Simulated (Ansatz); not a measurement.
The system is GaSb.

```
Sb Ga
1.0
     0.00000    3.05900    3.05900
     3.05900    0.00000    3.05900
     3.05900    3.05900    0.00000
Sb Ga
1 1
Direct
  0.75000 0.75000 0.75000
  0.00000 0.00000 0.00000
```

Base run:

- Program: Ansatz 0.2.0
- Functional: exchange-only PBE
- Potentials or basis: Ansatz PAW
- Cutoff: 420 eV (not typed: the program's choice for these potentials)
- k mesh: 8 × 8 × 8
- Occupations: fermi-dirac, width 0.05 eV
- Spin: no spin polarisation

Its results: band gap on the k mesh none (metal or under the smearing width); pressure 10.3 GPa.

**Question.** The run is repeated on the same cell with these changes: functional from exchange-only PBE to LDA. What comes out?

**Answer.** Band gap on the k mesh none (metal or under the smearing width); pressure -1.7 GPa.

Caveats: spin-orbit coupling is left out, which moves the levels of the heavy elements; the PAW data sets come from PBE, with cores solved anew for the run's functional, which leaves a small shift of forces and pressure; this crystal is a semiconductor, whose small gap the functional closes, so the metal is an error of the method.
